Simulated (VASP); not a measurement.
# CdSe: convergence, relaxation of the cell

CdSe, P1 (no. 1), 2 atoms in the cell. PBE, relaxation of the cell; PAW potentials Cd, Se (PBE set). VASP 6.6.1.

Wanted: cell lengths a, b, c within 0.2 %; volume within 0.4 %.

The series start from Relaxations run in a row: 2; Cutoff ENCUT (eV): 400; Force threshold EDIFFG (eV/Å): -0.01; Relaxation method: conjugate gradient, POTIM 0.5; Precision mode: Accurate. Each series keeps the choices made before it, and each single choice may use up half of a tolerance. Times cover all steps of a run.

## Relaxations run in a row

| Relaxations run in a row | Cell lengths a, b, c, largest deviation against the largest value | Volume (Å³/atom) | Time (s) |
|---|---|---|---|
| 1 | 0.067 % | 29.7 | 56 |
| 2 | 0 % | 29.65 | 70 |
| 3 (reference) | 0 % | 29.65 | 81 |

Chosen: 1, the loosest value from which every tighter one stays within half of the tolerance.

## Cutoff ENCUT (eV)

| Cutoff ENCUT (eV) | Cell lengths a, b, c, largest deviation against the largest value | Volume (Å³/atom) | Time (s) |
|---|---|---|---|
| 250 | 1.4 % | 28.76 | 25 |
| 300 | 0.012 % | 29.89 | 44 |
| 350 | 0.29 % | 29.63 | 44 |
| 400 | 0.22 % | 29.7 | 56 |
| 450 | 0.045 % | 29.85 | 53 |
| 500 | 0.025 % | 29.9 | 64 |
| 550 (reference) | 0 % | 29.88 | 86 |

Chosen: 450.

## Force threshold EDIFFG (eV/Å)

| Force threshold EDIFFG (eV/Å) | Cell lengths a, b, c, largest deviation against the largest value | Volume (Å³/atom) | Time (s) |
|---|---|---|---|
| -0.05 | 0.53 % | 29.87 | 42 |
| -0.02 | 0.1 % | 29.92 | 45 |
| -0.01 | 0.0068 % | 29.85 | 53 |
| -0.005 | 0.0068 % | 29.85 | 51 |
| -0.002 (reference) | 0 % | 29.86 | 55 |

Chosen: -0.01.

## Relaxation method

| Relaxation method | Cell lengths a, b, c, largest deviation against the largest value | Volume (Å³/atom) | Time (s) |
|---|---|---|---|
| conjugate gradient, POTIM 0.5 | 0 % | 29.85 | 53 |
| conjugate gradient, POTIM 0.2 | 0.031 % | 29.83 | 51 |
| conjugate gradient, POTIM 1.0 | 0.0068 % | 29.86 | 57 |
| quasi-Newton, POTIM 0.5 | 0.04 % | 29.85 | 41 |
| quasi-Newton, POTIM 0.5, at least 5 electronic steps | 0.04 % | 29.85 | 40 |
| velocity quench, POTIM 0.1 | 0.18 % | 29.85 | 60 |

Chosen: quasi-Newton, POTIM 0.5, at least 5 electronic steps; it saves 13.3 s of 53, so conjugate gradient, POTIM 0.5 would do nearly as well.

## Precision mode

| Precision mode | Cell lengths a, b, c, largest deviation against the largest value | Volume (Å³/atom) | Time (s) |
|---|---|---|---|
| Accurate | 0 % | 29.85 | 40 |
| Normal | 0.0055 % | 29.86 | 23 |
| High | 0.017 % | 29.86 | 38 |

Chosen: Normal, the fastest of those that stay within half of the tolerance.

## All choices together

| Input | Cell lengths a, b, c, largest deviation against the largest value | Volume (Å³/atom) | Time (s) |
|---|---|---|---|
| EDIFF and PREC left to the program (naive) | 0.27 % | 29.66 | 33 |
| chosen settings | 0.064 % | 29.86 | 23 |
| reference settings throughout | 0 % | 29.89 | 120 |

The tolerance is met.

Values of the reference run: Cell lengths a, b, c: 4.39, 4.389, 4.389 Å.

## The input

INCAR.step1:
```
SYSTEM = CdSe
PREC     = Normal         ! precision mode
ENCUT    = 450            ! plane-wave cutoff, eV
EDIFF    = 1E-7           ! SCF threshold, eV
ISMEAR   = 0              ! smearing method
SIGMA    = 0.05           ! smearing width, eV
LREAL    = .FALSE.        ! projectors in reciprocal space
LASPH    = .TRUE.         ! aspherical terms in the spheres
NELM     = 100            ! most SCF steps
ALGO     = Normal         ! electronic algorithm
LWAVE    = .FALSE.        ! write WAVECAR
LCHARG   = .FALSE.        ! write CHGCAR
IBRION   = 1              ! ionic algorithm
NSW      = 60             ! ionic steps
ISIF     = 3              ! what is computed and relaxed
EDIFFG   = -0.01          ! ionic threshold
POTIM    = 0.5            ! step
KPAR     = 4            
NELMIN   = 5             
```

INCAR.step2, as INCAR.step1 but for:
```
- IBRION = 1
- NSW = 60
- ISIF = 3
- EDIFFG = -0.01
- POTIM = 0.5
- NELMIN = 5
+ NSW = 0
+ ISIF = 2
```

KPOINTS:
```
k-points
0
Gamma
  6 6 6
```

POSCAR.step1:
```
CdSe
1.0
   -0.0129240000      3.1837980000      3.1634830000
    3.1395910000      0.0102550000      3.1403040000
    3.1344250000      3.1554540000      0.0154200000
Cd Se
1 1
Direct
   -0.0052140000      0.0045600000      0.0047410000
    0.2552140000      0.2454400000      0.2452590000
```

POSCAR.step2:
```
CdSe
1.0
    0.0000956027      3.1024994504      3.1017749452
    3.1016356907     -0.0006565948      3.1023685644
    3.1015355457      3.1030629460     -0.0005011543
Cd Se
1 1
Direct
    1.0001335478     -0.0001211615     -0.0001086076
    0.2498664522      0.2501211615      0.2501086076
```

Commands (each step's output is kept before the next begins):
```
cat potpaw_PBE.64/Cd/POTCAR potpaw_PBE.64/Se/POTCAR > POTCAR
cp INCAR.step1 INCAR
cp POSCAR.step1 POSCAR
mpirun -np 4 vasp_std > vasp.out
cp CONTCAR POSCAR
cp INCAR.step2 INCAR
cp POSCAR.step2 POSCAR
mpirun -np 4 vasp_std > vasp.out
```

Limits: the start was distorted on purpose (volume up by 6 %, random strain, atoms moved at random), so the space group given is the start's and not the crystal's.

The chosen input took VASP 6.6.1 23 s on 4 cores (Intel Xeon 6975P-C (Granite Rapids)), a shared host.

## An input that fails: cell relaxed at a low cutoff

It runs to its end, but against the unchanged starting input it is off by 2.1 % in the cell lengths a, b, c, 5.7 % in the volume.

Changes against the starting input:
```
(all steps)
- PREC = Accurate
- ENCUT = 400
+ PREC = Low
+ ENCUT = 250
(POSCAR.step3)
-   -0.0001873228      3.0973186267      3.0955915747
-    3.0937224845      0.0003304545      3.0948698202
-    3.0935047591      3.0964759956      0.0006204376
+   -0.0031210058      3.0463577298      3.0369231244
+    3.0301847803      0.0024436173      3.0312594198
+    3.0282567052      3.0387892167      0.0043947637
-    0.9999059205      0.0000474628      0.0000911120
-    0.2500940795      0.2499525372      0.2499088880
+    0.9993490385      0.0002141898      0.0005278529
+    0.2506509615      0.2497858102      0.2494721471
```
